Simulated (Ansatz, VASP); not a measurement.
# MgO: VASP beside Ansatz, part 3 of 3

Aim: how closely do two programs agree when they are given the same cell, functional and k mesh? The cell is taken from a series of VASP runs on this material, whose earlier steps may have relaxed, scaled or displaced it; both programs get it as it stands.

VASP 6.6.1 and Ansatz 0.2.0.

So far: The structure; Ansatz: zone-centre phonons, PBE; VASP: zone-centre phonons, PBE; Comparison.

## Step 5: Ansatz: zone-centre phonons, r2SCAN

Level of this step: Ansatz beside VASP: Kohn-Sham DFT, plane waves, r2SCAN (Ansatz).

Second derivatives magnify differences that forces hide, and they need a tight electronic threshold. The cell compared in this pair holds 18.45 Å³, against 19.15 Å³ for the pair before.

The cell is taken from a series of VASP runs on this material, whose earlier steps may have relaxed, scaled or displaced it; both programs get it as it stands.

input.yaml reads:

```yaml
crystal:
  lattice:
    - [0.0, 2.0974060143, 2.0974060143]
    - [2.0974060143, 0.0, 2.0974060143]
    - [2.0974060143, 2.0974060143, 0.0]
  atoms:
    - { symbol: Mg, position: [0.0, 0.0, 0.0] }
    - { symbol: O, position: [0.5, 0.5, 0.5] }
hamiltonian:
  xc: r2scan
  pseudopotentials: { kind: paw }
kpoints:
  mp_grid: { grid: [8, 8, 8] }
scf:
  occupations: { method: gaussian, width: 0.03 }
phonons:
  method: dfpt
  qpoints: [[0, 0, 0]]
```

Command:

```console
$ ansatz run input.yaml --threads 4 --pin off --max-ram 9216MiB --backend cpu --events-out ev --progress --plain --runs-dir out
```

Numbers of over 12 decimals in the logs are rounded to 6 here.

The log of the run:

```text
[...]
Crystal: 2 atoms, lattice volume = 18.453 Å³
Basis set: ecut = 500 eV, 459 PW (Γ), exchange–correlation on 216×216×216 points (729 copies of the dense FFT grid, shifted against one another)
Bands: 12, of which v1, the nominal top of the filled ones, is band 8 counted from 1 (7 counted from 0)
Symmetry: 48 space group operations
k-points: 59 of 512 (irreducible under 8 space group operations, time reversal used)
[...]
k-point 58: bands = [... 4 lower, -8.7986, 4.8865, 4.8865, 6.0760, 20.6613, 20.6613, 21.4302, 24.7348]
[...]
ASR residual: 6.940e-5 → 0.000e0 eV/Å²; symmetrization residual: 2.316e-6 eV/Å²
  ASR residual per site (eV/Å²): 6.94e-5 1.41e-5
  Γ frequencies (cm⁻¹): 0.00 0.00 0.00 405.15 405.15 405.15
  non-analytic LO–TO correction: not included (Born effective charges unavailable; polar crystals: no LO–TO splitting at Γ)
--- Phonons (arbitrary-q DFPT): 1 explicit q-point ---
[...]
[key lines of the parts left out:]
SCF converged after 8 iterations
Free energy (F): -2498.334584 eV
Fermi energy:    10.747515 eV
```

Run time: 5.6 s. Hardware: 4 threads of Arm Neoverse V2, shared host; peak memory 2.3 GiB; 21 s of CPU time.

## Step 6: VASP: zone-centre phonons, r2SCAN

The same cell, functional, mesh and smearing now go to VASP, with its own data sets and cutoff.

INCAR reads:

```
SYSTEM = MgO
PREC = Accurate
ENCUT = 520
EDIFF = 1E-08
NELM = 100
ISMEAR = 0
SIGMA = 0.03
LREAL = .FALSE.
ALGO = Normal
METAGGA = R2SCAN
LASPH = .TRUE.
NBANDS = 10
LORBIT = 11
LWAVE = .FALSE.
LCHARG = .FALSE.
KPAR = 2
IBRION = 6
NFREE = 2
POTIM = 0.015
NSW = 1
ISIF = 2
```

POSCAR reads:

```
MgO
1.0
    0.0000000000      2.0974060143      2.0974060143
    2.0974060143      0.0000000000      2.0974060143
    2.0974060143      2.0974060143      0.0000000000
Mg O
1 1
Direct
    0.0000000000      0.0000000000      0.0000000000
    0.5000000000      0.5000000000      0.5000000000
```

KPOINTS reads:

```
Automatic mesh
0
Gamma
8 8 8
0 0 0
```

The projector-augmented-wave data sets are Mg and O (PBE family, release 64).

Command:

```console
$ mpirun -np 2 vasp_std
```

The log of the run:

```text
[banner, memory and clock lines left out]
running    2 mpi-ranks, on    1 nodes
[...]
|                                                                             |
|               ----> ADVICE to this user running VASP <----                  |
|                                                                             |
|     You enforced a specific xc type in the INCAR file but a different       |
|     [... a line on the potential file left out ...]
|     I HOPE YOU KNOW WHAT YOU ARE DOING!                                     |
|                                                                             |

 LDA part: xc-table for (None), standard interpolation
 POSCAR, INCAR and KPOINTS ok, starting setup
[...]
entering main loop
       N       E                     dE             d eps       ncg     rms          rms(c)
DAV:   1     0.865735333949E+01    0.86574E+01   -0.48521E+03   692   0.736E+02
DAV:   2    -0.192803446053E+02   -0.27938E+02   -0.27313E+02   654   0.150E+02
DAV:   3    -0.198378315401E+02   -0.55749E+00   -0.55705E+00   672   0.188E+01
DAV:   4    -0.198392702013E+02   -0.14387E-02   -0.14386E-02   640   0.108E+00
[...]
DAV:  15    -0.161613664531E+02    0.64220E-07   -0.52144E-10   324   0.159E-04    0.214E-05
DAV:  16    -0.161613664328E+02    0.20312E-07   -0.61708E-11   318   0.759E-05    0.670E-06
DAV:  17    -0.161613664293E+02    0.34931E-08   -0.23683E-12   314   0.121E-05
   1 F= -.16161366E+02 E0= -.16161366E+02  d E =-.277552E-32
[... from here on, the cycles between the ionic steps are left out ...]
   2 F= -.16160748E+02 E0= -.16160748E+02  d E =-.106397E-32
   3 F= -.16160748E+02 E0= -.16160748E+02  d E =-.106364E-32
   4 F= -.16160714E+02 E0= -.16160714E+02  d E =-.112906E-32
   5 F= -.16160713E+02 E0= -.16160713E+02  d E =-.112532E-32
 Finite differences progress:
  Degree of freedom:   2/  2
  Displacement:        2/  2
  Total:               4/  4
```

From OUTCAR (step 6):

```text
  Total        0.0103172      0.0004651      0.0004651      0.0000000      0.0000000     -0.0000000
  in kB        0.8957687      0.0403822      0.0403822      0.0000000      0.0000000     -0.0000000
  external PRESSURE =       0.3255110 kB  Pullay stress =       0.0000000 kB

 POSITION                                       TOTAL-FORCE (eV/Angst)
 -----------------------------------------------------------------------------------
      0.00000      0.00000      0.00000        -0.089256      0.000000      0.000000
      2.08241      2.09741      2.09741         0.089256      0.000000      0.000000
 -----------------------------------------------------------------------------------
    total drift:                               -0.004159     -0.000001     -0.000001

  FREE ENERGIE OF THE ION-ELECTRON SYSTEM (eV)
  ---------------------------------------------------
  free  energy   TOTEN  =       -16.1607134741 eV

  energy  without entropy=      -16.1607134741  energy(sigma->0) =      -16.16071347

[... 1 part as in an earlier step ...]

[... 2 further parts left out ...]
[key lines of the parts left out:]
E-fermi :   3.1114
```

## Step 7: Comparison

What differs besides the data sets and the points named for the pairs above, as far as they apply: VASP keeps PBE cores, Ansatz makes them for the functional; the cutoff is 500 eV in Ansatz and 520 eV in VASP; VASP uses finite displacements, Ansatz perturbation theory. Total energies have different zeros and are not compared.

The two programs side by side:

| quantity | Ansatz | VASP | difference |
| --- | --- | --- | --- |
| optical mode 1 to 3 (cm⁻¹) | 405.1 | 407.6 | -0.60 % |

Modes are paired by rising frequency and degeneracy, not by their patterns, so a pair may still set unlike modes beside each other.

## Step 8: Results

```
r.m.s. difference of the optical zone-centre modes, each program's sorted by frequency (zone-centre phonons, PBE)    : 3.2 cm⁻¹
difference in ε∞ xx (zone-centre phonons, PBE)                                                                       : +2.2 %
r.m.s. difference of the optical zone-centre modes, each program's sorted by frequency (zone-centre phonons, r2SCAN) : 2.4 cm⁻¹
difference in optical mode 1 to 3 (zone-centre phonons, r2SCAN)                                                      : -0.6 %
```

In words: The r.m.s. difference of the optical zone-centre modes, each program's sorted by frequency is 3.2 cm⁻¹ (zone-centre phonons, PBE). Among the rows given in per cent, the largest difference of the zone-centre phonons, PBE pair is in ε∞ xx, +2.2 %; the dielectric tensor converges slowly with the mesh, which Ansatz refines and VASP takes as typed. Among the rows given in per cent, the largest difference of the zone-centre phonons, r2SCAN pair is in optical mode 1 to 3, -0.6 %. Such differences can come from data sets, numerical settings and the points named under the comparisons, not from the functional's error against experiment.

[Lines on the potential files, build, host, timing and source positions are cut from VASP's logs without a mark.]

[Logs are printed without paths, hosts, clocks, repeated set-up lines and the standing remarks that a program may print on its own settings, such as how far it seeks lower states.]

[Hosts, paths, dates, database ids (printed as entryN), source tags and the programs' standing remarks are cut or masked in the printed files.]
